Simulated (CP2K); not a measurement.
# Zr under changes of volume

One of the cells (23.281 Å³/atom); the others are scaled copies at fixed shape and fractional positions:

```
Zr
1.0
     3.23200    0.00000    0.00000
    -1.61600    2.79899    0.00000
     0.00000    0.00000    5.14700
Zr
2
Direct
  0.66667 0.33333 0.75000
  0.33333 0.66667 0.25000
```

- Program: CP2K 2026.2
- Functional: PBEsol
- Potentials or basis: POTENTIAL_UZH Zr GTH-PBE-q12; TZVP-MOLOPT-PBE-GTH basis
- Density cutoff: 6123 eV
- k mesh: 9 × 9 × 5
- Occupations: fermi-dirac, width 0.05 eV
- Spin: no spin polarisation

```csv
volume (Å³/atom),energy over the lowest point (meV/atom),pressure (GPa)
21.884,?,?
22.350,1.54,1.6
22.815,0.00,-0.5
23.281,4.20,-2.4
23.746,13.64,-4.1
24.212,27.90,-5.7
24.678,46.60,-7.2
```

Q: What does the run at 21.884 Å³/atom give?

A: Energy over the lowest point 9.39 meV/atom; pressure 3.9 GPa.

Worked out: A Birch-Murnaghan fit of order 3 (a polynomial in V^(-2/3)) to the other rows has its minimum at 22.70 Å³/atom with B0 = V·E''(V) = 98 GPa and B' = 3.3 at fixed shape and positions, which overstates the stiffness. It gives 9.34 meV/atom at 21.884 Å³/atom, against the run's 9.39, and -dE/dV = 3.8 GPa, against 3.9.

Energies are extrapolated to zero smearing.

Caveats: the potentials were made for another functional, which shifts forces and pressure; the basis of atomic orbitals isn't converged, which shifts pressures, moduli and gaps.
